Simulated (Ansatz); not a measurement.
# SiNi: frozen-core PAW against all-electron methods

```
CELL_PARAMETERS angstrom
3.02662 0.00000 0.00000
0.00000 3.27350 0.00000
0.00000 0.00000 4.74474
ATOMIC_POSITIONS crystal
Si 0.50000 0.50000 0.84230
Si 0.00000 0.00000 0.15770
Ni 0.50000 0.50000 0.34422
Ni 0.00000 0.00000 0.65578
```

Atoms are numbered in the order listed.

The cell is COD entry 2300377, as deposited and not checked against the literature; nothing was relaxed. The listed cell was then made from it by scaling, straining or moving an atom.

Levels of theory: DFT, PBE, PAW with Ansatz's default frozen-core files, scalar-relativistic (Ansatz 0.2.0); DFT, PBE, all-electron PAW with datasets made for the crystal, scalar-relativistic (Ansatz 0.2.0); DFT, PBE, all-electron LAPW, scalar-relativistic (Ansatz 0.2.0).

For PAW: a Γ-centred 11×10×7 k mesh, Fermi–Dirac smearing of 0.05 eV, cutoff 420 eV, spin-polarised from start moments Ni3 1.5, Ni4 1.5 μB (the moments died away, and the run ended non-magnetic). The crystal-made all-electron datasets (AE datasets) take a cutoff of 320 eV at this cell. LAPW targets a basis error of 1 meV/atom. The Ansatz runs share mesh, smearing and spin set-up. Plane-wave (PAW) pressures include the program's estimate of the Pulay term.

Stress and pressure are positive in compression.

```json
{"quantity": "pressure (GPa)", "PAW": "-1.08", "AE datasets": "-1.09", "LAPW": "-1.09"}
{"quantity": "stress xx (GPa)", "PAW": "-0.54", "AE datasets": "-0.54", "LAPW": "-0.55"}
{"quantity": "stress zz (GPa)", "PAW": "-2.16", "AE datasets": "-2.19", "LAPW": "-2.19"}
{"quantity": "force on Si1, z (eV/Å)", "PAW": "0.053", "AE datasets": "0.052", "LAPW": "0.052"}
{"quantity": "force on Ni3, z (eV/Å)", "PAW": "-0.183", "AE datasets": "-0.181", "LAPW": "-0.181"}
```

PAW's pressure differs from the LAPW value by about 0.01 GPa or less.
